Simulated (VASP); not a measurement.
# VASP 6.6.1 run: KBr

INCAR

```
EDIFF = 1E-7
LREAL = .FALSE.
ENCUT = 400
SIGMA = 0.02
GGA = PE
PREC = Accurate
IBRION = -1
ISIF = 2
NBANDS = 15
LASPH = .TRUE.
ISMEAR = -1
NELM = 59
NSW = 0
LWAVE = .FALSE.
LCHARG = .FALSE.
```

KPOINTS

```
KPOINTS created by Atomic Simulation Environment
0
Gamma
6 6 6
0 0 0
```

POSCAR

```
K  Br
 1.0000000000000000
     0.0000000000000000    3.1518474961999998    3.1518474961999998
     3.1518474961999998    0.0000000000000000    3.1518474961999998
     3.1518474961999998    3.1518474961999998    0.0000000000000000
 K   Br
   1   1
Cartesian
  0.0000000000000000  0.0000000000000000  0.0000000000000000
  3.1518474961999998  3.1518474961999998  3.1518474961999998
```

The recommended PBE PAW datasets give the neutral cell 16 valence electrons.

Command

```
mpirun -np 1 vasp_std
```

OSZICAR

```
N       E                     dE             d eps       ncg     rms          rms(c)
DAV:   1     0.880026142076E+02    0.88003E+02   -0.60948E+03   480   0.784E+02
DAV:   2    -0.135378072299E+01   -0.89356E+02   -0.82280E+02   634   0.214E+02
DAV:   3    -0.604695643301E+01   -0.46932E+01   -0.46683E+01   648   0.440E+01
DAV:   4    -0.623737142723E+01   -0.19041E+00   -0.19038E+00   743   0.792E+00
DAV:   5    -0.623874923889E+01   -0.13778E-02   -0.13778E-02   648   0.745E-01    0.411E+00
DAV:   6    -0.608890289758E+01    0.14985E+00   -0.18881E-01   564   0.223E+00    0.301E+00
DAV:   7    -0.608055231673E+01    0.83506E-02   -0.10509E-01   634   0.179E+00    0.119E+00
DAV:   8    -0.608726409594E+01   -0.67118E-02   -0.10512E-02   526   0.761E-01    0.111E-01
DAV:   9    -0.608795329417E+01   -0.68920E-03   -0.58993E-04   648   0.155E-01    0.722E-02
DAV:  10    -0.608818578433E+01   -0.23249E-03   -0.21259E-04   480   0.839E-02    0.110E-02
DAV:  11    -0.608820338945E+01   -0.17605E-04   -0.22963E-05   599   0.309E-02    0.754E-03
DAV:  12    -0.608820420764E+01   -0.81819E-06   -0.17648E-06   543   0.933E-03    0.117E-03
DAV:  13    -0.608820428936E+01   -0.81716E-07   -0.31688E-07   620   0.329E-03
   1 F= -.60882043E+01 E0= -.60882043E+01  d E =-.158890E-12
```

From OUTCAR

```
k-points           NKPTS =     16   k-points in BZ     NKDIM =     16   number of bands    NBANDS=     15

   NELECT =      16.0000    total number of electrons

   dimension x,y,z NGX =    30 NGY =   30 NGZ =   30
   dimension x,y,z NGXF=    60 NGYF=   60 NGZF=   60

  energy-cutoff  :      400.00
  volume of cell :       62.62
      direct lattice vectors                 reciprocal lattice vectors
     0.000000000  3.151847496  3.151847496    -0.158637117  0.158637117  0.158637117
     3.151847496  0.000000000  3.151847496     0.158637117 -0.158637117  0.158637117
     3.151847496  3.151847496  0.000000000     0.158637117  0.158637117 -0.158637117

 k-points in reciprocal lattice and weights: KPOINTS created by Atomic Simulation Env
   0.00000000  0.00000000  0.00000000       0.005
   0.16666667  0.00000000  0.00000000       0.037
   0.33333333  0.00000000  0.00000000       0.037
   0.50000000  0.00000000  0.00000000       0.019
   0.16666667  0.16666667  0.00000000       0.028
   0.33333333  0.16666667  0.00000000       0.111
   0.50000000  0.16666667  0.00000000       0.111
  -0.33333333  0.16666667  0.00000000       0.111
   ...

 E-fermi :  -0.6242

 k-point     1 :       0.0000    0.0000    0.0000
  band No.  band energies     occupation
      1     -28.6482      2.00000
      2     -13.6170      2.00000
      3     -12.1366      2.00000
      4     -12.1366      2.00000
      5     -12.1366      2.00000
      6      -1.1298      2.00000
      7      -1.1298      2.00000
      8      -1.1298      2.00000
      9       3.7068      0.00000
     10       6.4627      0.00000
     11       6.4627      0.00000
     12       6.4627      0.00000
     13       7.3790      0.00000
     14       7.3790      0.00000
     15      10.8044      0.00000

 k-point     2 :       0.1667    0.0000    0.0000
  band No.  band energies     occupation
      1     -28.6452      2.00000
      2     -13.6834      2.00000
      3     -12.1384      2.00000
      4     -12.1384      2.00000
      5     -12.0433      2.00000
      6      -1.5932      2.00000
      7      -1.2559      2.00000
      8      -1.2559      2.00000
      9       4.4484      0.00000
     10       6.3627      0.00000
     11       6.8346      0.00000
     12       6.8346      0.00000
     13       7.8298      0.00000
     14       7.8298      0.00000
     15      11.8374      0.00000

 k-point     3 :       0.3333    0.0000    0.0000
  band No.  band energies     occupation
      1     -28.6393      2.00000
      2     -13.7982      2.00000
      3     -12.1421      2.00000
      4     -12.1421      2.00000
      5     -11.8727      2.00000
      6      -2.3103      2.00000
      7      -1.4880      2.00000
      8      -1.4880      2.00000
      9       5.4570      0.00000
     10       6.9458      0.00000
     11       7.8344      0.00000
     12       7.8344      0.00000
     13       8.9565      0.00000
     14       8.9565      0.00000
     15      11.1552      0.00000

 ...

  Total        1.5455629      1.5455629      1.5455629     -0.0000000      0.0000000     -0.0000000
  in kB       39.5431885     39.5431885     39.5431885     -0.0000000      0.0000000     -0.0000000
  external PRESSURE =      39.5431885 kB  Pullay stress =       0.0000000 kB

 POSITION                                       TOTAL-FORCE (eV/Angst)
 -----------------------------------------------------------------------------------
      0.00000      0.00000      0.00000         0.000000     -0.000000      0.000000
      3.15185      3.15185      3.15185        -0.000000      0.000000     -0.000000
 -----------------------------------------------------------------------------------
    total drift:                               -0.000000      0.000000      0.000000

  FREE ENERGIE OF THE ION-ELECTRON SYSTEM (eV)
  ---------------------------------------------------
  free  energy   TOTEN  =        -6.0882042894 eV

  energy  without entropy=       -6.0882042894  energy(sigma->0) =       -6.08820429
```

It converged. Results: gap between bands v and c on the k mesh 4.84 eV; least direct gap on the k mesh 4.84 eV; pressure 4.0 GPa. Band v is the last that the valence electrons fill when counted band by band, and c is the next.

For comparison, a separate PBE run of the intended cell, on usual settings and not on those above, gives a gap of 4.84 eV on its mesh and a pressure of 4.0 GPa.

The run above took about 15 s on one core of a shared host (Intel Xeon Platinum 8488C) and held 0.16 GiB at most.
